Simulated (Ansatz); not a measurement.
# Cr (Im-3m) in Ansatz: a series of runs

One crystal, Cr, is run at these levels: PBE; tasks: single point.

Everything below comes from runs of Ansatz 0.2.0. Logs are shortened: lines on timing, memory, paths and dates and some standing lists are left out, and cuts for length are marked.

## (1) The crystal as given

The structure is cubic, space group Im-3m (No. 229). Conventional cell: a = 2.969 Å, b = 2.969 Å, c = 2.969 Å, α = 90.00°, β = 90.00°, γ = 90.00°. Cr (site symmetry m-3m) has 8 Cr at 2.57 Å as nearest neighbours.

## (2) Single point, PBE, collinear spin, ferromagnetic start

Input file input.yaml:

```yaml
crystal:
  lattice:
    - [-1.4844496776, 1.4844496776, 1.4844496776]
    - [1.4844496776, -1.4844496776, 1.4844496776]
    - [1.4844496776, 1.4844496776, -1.4844496776]
  atoms:
    - { symbol: Cr, position: [0.0, 0.0, 0.0], spin: 1.5 }
hamiltonian:
  xc: pbe
  pseudopotentials: { kind: paw }
magnetization:
  spin_polarized: true
  initial_magnetization: 1.5
  spin_locking: { lock_magnetization: hard }
kpoints:
  mp_grid: { grid: [10, 10, 10] }
scf:
  occupations: { method: fermi_dirac, width: 0.05 }
  lower_state_search: "off"
output:
  forces: true
  stress: true
  eigenvalues: true
```

Potentials or basis: Ansatz PAW.

The run is started by

```console
$ ansatz run input.yaml --threads 2 --pin off --max-ram 5632MiB --backend cpu --events-out ev --progress --plain --runs-dir out
```

Log:

```text
Warning: output.stress: scf.convergence.dr2_threshold = 1e-7 eV (the SCF's general default) is looser than the 1e-10 eV advised for a printed stress (1e-10 eV for each atom of the cell: 1). What an SCF threshold leaves in a stress goes as its square root, and in the free energy as the threshold itself, and one threshold admits the most on a small cell: of the crystals measured, under no hybrid functional and no lock of the moments, on runs that ended without the residual-converged pass, on stresses that held no estimate of that error, the worst erred by over 100 MPa in a component at 1e-7 eV an atom and by under 5 at 1e-10. Set scf.convergence.dr2_threshold to 1e-10 eV or tighter. The threshold is an SCF's pass mark: one that does not reach it within its budget of iterations ends unconverged, or closes short of it on a stop that the run arms, and scf.convergence.dr2_threshold's page says what that costs each kind of run
Warning: RAYON_NUM_THREADS=2 ignored (pool sized by the plan → 2); use --threads N
Engine: ansatz 0.2.0, aarch64-unknown-linux-gnu
Pseudopotentials: kind: paw
Pseudopotential: Cr, paw, valence charge 14, recommended cutoff 420 eV (normal), Cr.paw.azcp
Functional definition: PBE
  parameter kappa = 0.804
  parameter beta = 0.06672455060314922
  exchange = pbe_x(kappa = kappa, mu = beta*pi^2/3)
  correlation = pbe_c(beta = beta)
Crystal: 1 atoms, lattice volume = 13.084 Å³
Basis set: ecut = 420 eV, 249 PW (Γ), exchange–correlation on 36×36×36 points (8 copies of the dense FFT grid, shifted against one another)
Bands: 12, of which v1, the nominal top of the filled ones, is band 7 counted from 1 (6 counted from 0)
Symmetry: 48 space group operations
Space group: Im-3m (ITA 229), of the structure as read, at distance tolerance 2.4e-5 Å
Magnetic group: BNS 229.140 (UNI 1642), of the structure as read, at distance tolerance 2.4e-5 Å
k-points: 47 of 1000
Non-local potential: Cr, projectors of the file, l = 0: 3, l = 1: 2, l = 2: 3, l = 3: 1
PAW form: soft (Blöchl's): semilocal exchange-correlation on the pseudo side does not see the compensation charge
PAW one-centre angular grid: Cr, 590 points (default); XC on 64 Gauss nodes
Initial density: superposition of atomic densities (chi_scale 0.1, normalization cell)
Starting moments: Σ|m| = 1.5 μB on 1 of 1 site
Initial wavefunctions: pseudopotential atomic-orbital guess
Functional: x = pbe(κ = 0.804, μ = 0.2195149727645171), c = pbe(β = 0.06672455060314922)
SCF iter   1: F=—  HF=-3378.431266 eV  |F-HF|=—  |Δ(HF+E_count)|=         —  Δρ=1.33e-1 (↑1.33e-1 ↓8.59e-2)  dr2=5.39e0  dr2_m=9.64e-2  M=1.500 μB ∫|m|=1.500 μB  β_m=0.30  ethr=3.10e-3  ⟨swp⟩=3.8  Hψ=5205  notcnv=0
preconditioner: auto → none  [metal: Δε(μ)=0.045 eV  Ē_g=8.807 eV  σ=0.050 eV  W_gap=0.22  n_scr=0 (ndim 8)  ℏωp=25.1 eV  f_vac=0.000  D(μ)=2.34/eV (n_scr^D=42)]
SCF iter   2: F=—  HF=-3377.059206 eV  |F-HF|=—  |Δ(HF+E_count)|=    1.37e0  Δρ=2.26e-2 (↑2.26e-2 ↓2.19e-2)  dr2=1.11e-1  dr2_m=1.79e-2  M=1.500 μB ∫|m|=1.500 μB  β_m=0.32  ethr=3.10e-3  ⟨swp⟩=2.1  Hψ=2965  notcnv=0  defer=50
SCF iter   3: F=—  HF=-3377.042636 eV  |F-HF|=—  |Δ(HF+E_count)|=   1.66e-2  Δρ=1.52e-2 (↑1.20e-2 ↓1.52e-2)  dr2=2.59e-2  dr2_m=7.45e-3  M=1.500 μB ∫|m|=1.500 μB  β_m=0.58  ethr=7.95e-4  ⟨swp⟩=2.0  Hψ=1651  notcnv=0  defer=49
SCF iter   4: F=—  HF=-3377.039997 eV  |F-HF|=—  |Δ(HF+E_count)|=   2.64e-3  Δρ=2.11e-3 (↑2.11e-3 ↓8.79e-4)  dr2=1.47e-4  dr2_m=2.39e-4  M=1.500 μB ∫|m|=1.500 μB  β_m=0.79  ethr=1.85e-4  ⟨swp⟩=2.5  Hψ=2098  notcnv=0  defer=49
SCF iter   5: F=—  HF=-3377.040429 eV  |F-HF|=—  |Δ(HF+E_count)|=   4.32e-4  Δρ=9.23e-4 (↑9.23e-4 ↓6.72e-4)  dr2=2.44e-4  dr2_m=1.05e-5  M=1.500 μB ∫|m|=1.500 μB  β_m=0.89  ethr=1.05e-6  ⟨swp⟩=2.0  Hψ=1930  notcnv=0  defer=49
SCF iter   6: F=—  HF=-3377.040387 eV  |F-HF|=—  |Δ(HF+E_count)|=   4.18e-5  Δρ=1.52e-4 (↑1.52e-4 ↓1.04e-4)  dr2=1.25e-6  dr2_m=1.66e-6  M=1.500 μB ∫|m|=1.500 μB  β_m=0.95  ethr=1.05e-6  ⟨swp⟩=2.6  Hψ=1627  notcnv=0  defer=49
SCF iter   7: F=—  HF=-3377.040386 eV  |F-HF|=—  |Δ(HF+E_count)|=   1.35e-6  Δρ=6.78e-5 (↑6.78e-5 ↓4.37e-5)  dr2=1.06e-6  dr2_m=9.74e-8  M=1.500 μB ∫|m|=1.500 μB  β_m=0.97  ethr=7.14e-10  ⟨swp⟩=6.4  Hψ=5133  notcnv=0
SCF iter   8: F=-3377.040386 eV  HF=-3377.040386 eV  |F-HF|=1.96e-8  |Δ(HF+E_count)|=   1.93e-9  Δρ=9.58e-6 (↑9.58e-6 ↓5.82e-6)  dr2=2.25e-8  dr2_m=1.10e-9  M=1.500 μB ∫|m|=1.500 μB  ethr=7.14e-10  ⟨swp⟩=2.6  Hψ=4117  notcnv=0
SCF 1 converged in 8 iterations: F = -3377.040386 eV  dr2 = 2.25e-8
SCF converged after 8 iterations
Stability checked in part: among states of this total moment the steps that led to this state did not find it unstable. No probe was made; neither looks for a lower state of another moment (fixed_total_moment; see scf.lower_state_search)
Magnetization: 1.5000 μB (7.7500 up, 6.2500 down)
Absolute magnetization: 1.5000 μB (∫|ρ↑−ρ↓|, with the PAW one-centre terms)
Spin contamination: 0.0032 ħ² per cell (⟨S²⟩ above its minimum at these occupations)
Per-site moments (μB) at R_I (Å): [(1.3460399341880274, 1.0605961834390063)]
Free energy (F): -3377.040386 eV
Harris-Foulkes:  -3377.040386 eV  (|F-HF|=1.96e-8)
Internal energy: -3377.016577 eV  (E = F + TS)
E sigma→0 (E₀):  -3377.028482 eV
Entropy (-TS):   -0.023809 eV (-23.809 meV/atom)
Fermi energy:    16.816328 (↑ 17.321762, ↓ 16.310894) eV
--- Per-component energies (eV) ---
  E_band       = -175.751594
  E_kinetic    = 341.478169
  E_local      = -1288.336656  (includes V_loc(G=0)·N_el)
  E_nonlocal   = 79.748620
  E_hartree    = 554.318950
  E_xc         = -138.978925
  E_vxc        = -177.220134  (∫ρ·V_xc dr)
  E_paw        = -1195.461285  (= ΣΔE_a)
  E_vpaw       = -240.052649  (= ΣTr[D̂ρ^β])
  E_aug_tail   = 0.000303  (compensation charges beyond the density's cutoff)
  E_ewald      = -1729.785753
  E_smearing   = -0.023809  (= −TS)
  E_closure    = 0.000000  (closes the sum)
  Σ components = -3377.040386   (vs F -3377.040386, Δ=0.00e0)
--- Forces (eV/Å), atoms counted from 1 ---
  atom   1  Cr    -0.00000000     0.00000000     0.00000000
  max |Σ_I F_I| component: 4.93e-32 eV/Å
--- Stress (GPa, compression-positive) ---
       -8.933820      -0.000000      -0.000000
       -0.000000      -8.933820       0.000000
       -0.000000      -0.000000      -8.933820
  P = ⅓ Tr σ = -8.9338 GPa (-89.338 kbar)
--- Band table (eV; the first three rows and the last of 94) ---
  k-point 0 ↑: bands = ["-55.3810", "-26.3463", "-26.3463", "-26.3463", "9.0915", "15.6198", "15.6198", "15.6198", "17.5202", "17.5202", "37.8479", "37.8479"]
  k-point 1 ↑: bands = ["-55.3690", "-26.4074", "-26.3658", "-26.3465", "9.4814", "15.4837", "15.5938", "15.8701", "17.3805", "17.5308", "36.5970", "37.5785"]
  k-point 2 ↑: bands = ["-55.3374", "-26.5655", "-26.4166", "-26.3470", "10.5504", "15.1417", "15.4524", "16.5654", "17.2045", "17.5722", "33.5980", "36.2830"]
  k-point 46 ↓: bands = ["-53.7508", "-25.3976", "-25.3976", "-25.3976", "13.7490", "13.7490", "19.9385", "19.9385", "19.9385", "26.7121", "26.7121", "26.7121"]
```

Run time: 0.82 s. Hardware: 2 threads of Arm Neoverse V1, shared host; peak memory 0.24 GiB.

Results:

```
Free energy     : -3377.0404 eV
Pressure        : -8.9 GPa
Net moment      : 1.50 μB per cell
Absolute moment : 1.50 μB per cell
Site moments    : Cr +1.35 μB
```

Caveat: the total moment is fixed, so each spin has its own Fermi level; the thresholds are loose for stress.

## (3) Single point, PBE, collinear spin, ferromagnetic start

Edit input.yaml of step 2 so:

```diff
@@ -6,3 +6,3 @@
   atoms:
-    - { symbol: Cr, position: [0.0, 0.0, 0.0], spin: 1.5 }
+    - { symbol: Cr, position: [0.0, 0.0, 0.0], spin: 2.2 }
 hamiltonian:
@@ -12,3 +12,3 @@
   spin_polarized: true
-  initial_magnetization: 1.5
+  initial_magnetization: 2.2
   spin_locking: { lock_magnetization: hard }
```

Potentials or basis: Ansatz PAW.

The run is started by

```console
$ ansatz run input.yaml --threads 2 --pin off --max-ram 5632MiB --backend cpu --events-out ev --progress --plain --runs-dir out
```

It took 0.84 s on 2 threads of Arm Neoverse V1, shared host; peak memory 0.24 GiB.

It converged, with:

```
Free energy     : -3376.6791 eV
Pressure        : 4.5 GPa
Net moment      : 2.20 μB per cell
Absolute moment : 2.20 μB per cell
Site moments    : Cr +1.96 μB
```

Caveat: the total moment is fixed, so each spin has its own Fermi level; the thresholds are loose for stress.

## (4) Single point, PBE, collinear spin, ferromagnetic start

Edit input.yaml of step 3 so:

```diff
@@ -6,3 +6,3 @@
   atoms:
-    - { symbol: Cr, position: [0.0, 0.0, 0.0], spin: 2.2 }
+    - { symbol: Cr, position: [0.0, 0.0, 0.0], spin: 3.0 }
 hamiltonian:
@@ -12,3 +12,3 @@
   spin_polarized: true
-  initial_magnetization: 2.2
+  initial_magnetization: 3.0
   spin_locking: { lock_magnetization: hard }
@@ -23 +23,5 @@
   eigenvalues: true
+  write_density: true
+  write_potential: true
+  elf: true
+  volumetric_format: npy
```

Potentials or basis: Ansatz PAW.

The run is started by

```console
$ ansatz run input.yaml --threads 2 --pin off --max-ram 5632MiB --backend cpu --events-out ev --progress --plain --runs-dir out
```

Log:

```text
Warning: output.stress: scf.convergence.dr2_threshold = 1e-7 eV (the SCF's general default) is looser than the 1e-10 eV advised for a printed stress (1e-10 eV for each atom of the cell: 1). What an SCF threshold leaves in a stress goes as its square root, and in the free energy as the threshold itself, and one threshold admits the most on a small cell: of the crystals measured, under no hybrid functional and no lock of the moments, on runs that ended without the residual-converged pass, on stresses that held no estimate of that error, the worst erred by over 100 MPa in a component at 1e-7 eV an atom and by under 5 at 1e-10. Set scf.convergence.dr2_threshold to 1e-10 eV or tighter. The threshold is an SCF's pass mark: one that does not reach it within its budget of iterations ends unconverged, or closes short of it on a stop that the run arms, and scf.convergence.dr2_threshold's page says what that costs each kind of run
Warning: RAYON_NUM_THREADS=2 ignored (pool sized by the plan → 2); use --threads N
Engine: ansatz 0.2.0, aarch64-unknown-linux-gnu
Pseudopotentials: kind: paw
Pseudopotential: Cr, paw, valence charge 14, recommended cutoff 420 eV (normal), Cr.paw.azcp
Functional definition: PBE
  parameter kappa = 0.804
  parameter beta = 0.06672455060314922
  exchange = pbe_x(kappa = kappa, mu = beta*pi^2/3)
  correlation = pbe_c(beta = beta)
Crystal: 1 atoms, lattice volume = 13.084 Å³
Basis set: ecut = 420 eV, 249 PW (Γ), exchange–correlation on 36×36×36 points (8 copies of the dense FFT grid, shifted against one another)
Bands: 13, of which v1, the nominal top of the filled ones, is band 7 counted from 1 (6 counted from 0)
Symmetry: 48 space group operations
Space group: Im-3m (ITA 229), of the structure as read, at distance tolerance 2.4e-5 Å
Magnetic group: BNS 229.140 (UNI 1642), of the structure as read, at distance tolerance 2.4e-5 Å
k-points: 47 of 1000
Non-local potential: Cr, projectors of the file, l = 0: 3, l = 1: 2, l = 2: 3, l = 3: 1
PAW form: soft (Blöchl's): semilocal exchange-correlation on the pseudo side does not see the compensation charge
PAW one-centre angular grid: Cr, 590 points (default); XC on 64 Gauss nodes
Initial density: superposition of atomic densities (chi_scale 0.1, normalization cell)
Starting moments: Σ|m| = 3 μB on 1 of 1 site
Initial wavefunctions: pseudopotential atomic-orbital guess
Functional: x = pbe(κ = 0.804, μ = 0.2195149727645171), c = pbe(β = 0.06672455060314922)
SCF iter   1: F=—  HF=-3376.790737 eV  |F-HF|=—  |Δ(HF+E_count)|=         —  Δρ=1.29e-1 (↑1.29e-1 ↓3.78e-2)  dr2=2.65e0  dr2_m=4.17e-1  M=3.000 μB ∫|m|=3.000 μB  β_m=0.30  ethr=3.10e-3  ⟨swp⟩=3.8  Hψ=5515  notcnv=0
preconditioner: auto → none  [metal: Δε(μ)=0.003 eV  Ē_g=11.759 eV  σ=0.050 eV  W_gap=0.01  n_scr=0 (ndim 8)  ℏωp=25.1 eV  f_vac=0.000  D(μ)=2.72/eV (n_scr^D=54)]
SCF iter   2: F=—  HF=-3376.170287 eV  |F-HF|=—  |Δ(HF+E_count)|=   6.20e-1  Δρ=3.55e-2 (↑3.55e-2 ↓3.11e-2)  dr2=1.23e-1  dr2_m=1.00e-1  M=3.000 μB ∫|m|=3.000 μB  β_m=0.35  ethr=3.10e-3  ⟨swp⟩=2.5  Hψ=3062  notcnv=0  defer=84
SCF iter   3: F=—  HF=-3376.193344 eV  |F-HF|=—  |Δ(HF+E_count)|=   2.31e-2  Δρ=2.06e-2 (↑1.51e-2 ↓2.06e-2)  dr2=1.69e-2  dr2_m=3.15e-2  M=3.000 μB ∫|m|=3.000 μB  β_m=0.57  ethr=8.77e-4  ⟨swp⟩=2.1  Hψ=1791  notcnv=0  defer=84
SCF iter   4: F=—  HF=-3376.216558 eV  |F-HF|=—  |Δ(HF+E_count)|=   2.32e-2  Δρ=2.08e-3 (↑2.08e-3 ↓1.38e-3)  dr2=2.97e-5  dr2_m=3.47e-4  M=3.000 μB ∫|m|=3.000 μB  β_m=0.78  ethr=1.21e-4  ⟨swp⟩=2.3  Hψ=2234  notcnv=0  defer=84
SCF iter   5: F=—  HF=-3376.216825 eV  |F-HF|=—  |Δ(HF+E_count)|=   2.67e-4  Δρ=3.44e-4 (↑3.44e-4 ↓3.18e-4)  dr2=3.59e-5  dr2_m=2.49e-6  M=3.000 μB ∫|m|=3.000 μB  β_m=0.89  ethr=2.12e-7  ⟨swp⟩=2.0  Hψ=2108  notcnv=0  defer=84
SCF iter   6: F=—  HF=-3376.216823 eV  |F-HF|=—  |Δ(HF+E_count)|=   1.92e-6  Δρ=6.75e-5 (↑6.13e-5 ↓6.75e-5)  dr2=9.13e-7  dr2_m=2.24e-7  M=3.000 μB ∫|m|=3.000 μB  β_m=0.95  ethr=2.12e-7  ⟨swp⟩=2.5  Hψ=1689  notcnv=0  defer=84
iter 7 did not close the SCF: its close was put off for a magnetic moment that had not settled (scf_convergence_deferred on its scf_iter line)
SCF iter   7: F=-3376.216823 eV  HF=-3376.216823 eV  |F-HF|=3.00e-9  |Δ(HF+E_count)|=   5.53e-7  Δρ=1.95e-5 (↑1.95e-5 ↓1.11e-5)  dr2=3.36e-8  dr2_m=1.96e-8  M=3.000 μB ∫|m|=3.000 μB  β_m=0.97  ethr=7.14e-10  ⟨swp⟩=8.9  Hψ=7311  notcnv=0
SCF iter   8: F=-3376.216823 eV  HF=-3376.216823 eV  |F-HF|=9.75e-10  |Δ(HF+E_count)|=   3.86e-8  Δρ=2.46e-6 (↑2.46e-6 ↓2.00e-6)  dr2=7.23e-11  dr2_m=5.46e-10  M=3.000 μB ∫|m|=3.000 μB  ethr=2.40e-10  ⟨swp⟩=4.1  Hψ=5432  notcnv=0
SCF 1 converged in 8 iterations: F = -3376.216823 eV  dr2 = 7.23e-11
SCF converged after 8 iterations
Stability checked in part: among states of this total moment the steps that led to this state did not find it unstable. No probe was made; neither looks for a lower state of another moment (fixed_total_moment; see scf.lower_state_search)
Magnetization: 3.0000 μB (8.5000 up, 5.5000 down)
Absolute magnetization: 3.0000 μB (∫|ρ↑−ρ↓|, with the PAW one-centre terms)
Spin contamination: 0.0059 ħ² per cell (⟨S²⟩ above its minimum at these occupations)
Per-site moments (μB) at R_I (Å): [(2.655586000078245, 1.0605961834390063)]
Free energy (F): -3376.216823 eV
Harris-Foulkes:  -3376.216823 eV  (|F-HF|=9.75e-10)
Internal energy: -3376.192803 eV  (E = F + TS)
E sigma→0 (E₀):  -3376.204813 eV
Entropy (-TS):   -0.024020 eV (-24.020 meV/atom)
Fermi energy:    17.192593 (↑ 17.780253, ↓ 16.604934) eV
--- Per-component energies (eV) ---
  E_band       = -167.566381
  E_kinetic    = 344.060811
  E_local      = -1299.875157  (includes V_loc(G=0)·N_el)
  E_nonlocal   = 83.852573
  E_hartree    = 563.173560
  E_xc         = -139.117807
  E_vxc        = -177.419170  (∫ρ·V_xc dr)
  E_paw        = -1198.501327  (= ΣΔE_a)
  E_vpaw       = -244.532552  (= ΣTr[D̂ρ^β])
  E_aug_tail   = 0.000297  (compensation charges beyond the density's cutoff)
  E_ewald      = -1729.785753
  E_smearing   = -0.024020  (= −TS)
  E_closure    = 0.000000  (closes the sum)
  Σ components = -3376.216823   (vs F -3376.216823, Δ=0.00e0)
--- Forces (eV/Å), atoms counted from 1 ---
  atom   1  Cr    -0.00000000     0.00000000     0.00000000
  max |Σ_I F_I| component: 1.07e-31 eV/Å
--- Stress (GPa, compression-positive) ---
       24.371351      -0.000000       0.000000
        0.000000      24.371351       0.000000
        0.000000      -0.000000      24.371351
  P = ⅓ Tr σ = 24.3714 GPa (243.714 kbar)
--- Band table (eV; the first three rows and the last of 94) ---
  k-point 0 ↑: bands = ["-55.2384", "-26.2330", "-26.2330", "-26.2330", "8.8188", "15.6156", "15.6156", "15.6156", "17.4668", "17.4668", "37.5543", "37.5543", "37.5543"]
  k-point 1 ↑: bands = ["-55.2261", "-26.2959", "-26.2530", "-26.2332", "9.2104", "15.4743", "15.5852", "15.8721", "17.3234", "17.4775", "36.3630", "37.3030", "37.7145"]
  k-point 2 ↑: bands = ["-55.1937", "-26.4586", "-26.3051", "-26.2337", "10.2860", "15.1197", "15.4155", "16.5856", "17.1542", "17.5199", "33.4315", "36.0320", "38.0687"]
  k-point 46 ↓: bands = ["-52.2569", "-23.9730", "-23.9730", "-23.9730", "14.5961", "14.5961", "21.2455", "21.2455", "21.2455", "27.2611", "27.2611", "27.2611", "33.8483"]
```

rho_z.tsv:

```text
# z_ang	rho[e/angstrom^3]	rho_spin[e/angstrom^3]
# format = ansatz-planar-average/11
# lattice	-1.484449678	1.484449678	1.484449678
# lattice	1.484449678	-1.484449678	1.484449678
# lattice	1.484449678	1.484449678	-1.484449678
# sites	1
# site	24	0.000000000	0.000000000	0.000000000
0.000000	2.456464e0	4.924574e-1
0.142841	2.307081e0	4.637661e-1
0.285682	1.917582e0	3.905121e-1
0.428524	1.425235e0	3.003360e-1
0.571365	9.685068e-1	2.171322e-1
0.714206	6.290873e-1	1.524000e-1
0.857047	4.221149e-1	1.082632e-1
0.999889	3.197460e-1	8.241966e-2
1.142730	2.784291e-1	6.962056e-2
1.285571	2.674312e-1	6.567007e-2
1.428412	2.784291e-1	6.962056e-2
1.571254	3.197460e-1	8.241966e-2
1.714095	4.221149e-1	1.082632e-1
1.856936	6.290873e-1	1.524000e-1
1.999777	9.685068e-1	2.171322e-1
2.142619	1.425235e0	3.003360e-1
2.285460	1.917582e0	3.905121e-1
2.428301	2.307081e0	4.637661e-1
```

Wall time 1.1 s (2 threads of Arm Neoverse V1, shared host); peak memory 0.25 GiB.

Results:

| Property | Result |
| --- | --- |
| Free energy | -3376.2168 eV |
| Pressure | 24.4 GPa |
| Net moment | 3.00 μB per cell |
| Absolute moment | 3.00 μB per cell |
| Site moments | Cr +2.66 μB |

Caveat: the total moment is fixed, so each spin has its own Fermi level; the thresholds are loose for stress.

## (5) The runs side by side

| fixed moment (μB) | pressure (GPa) | moment (μB) |
| --- | --- | --- |
| 1.5 | -8.9 | 1.50 |
| 2.2 | 4.5 | 2.20 |
| 3.0 | 24.4 | 3.00 |

Alike in all rows: task single point; level PBE; potentials or basis Ansatz PAW; spin collinear, ferromagnetic start; cell as given; k mesh 10 × 10 × 10; cutoff (eV) 420; smearing fermi-dirac 0.05 eV.

Caveats: the total moment is fixed, so each spin has its own Fermi level; the thresholds are loose for stress.

Absolute energies hang on the potentials; compare differences alone.
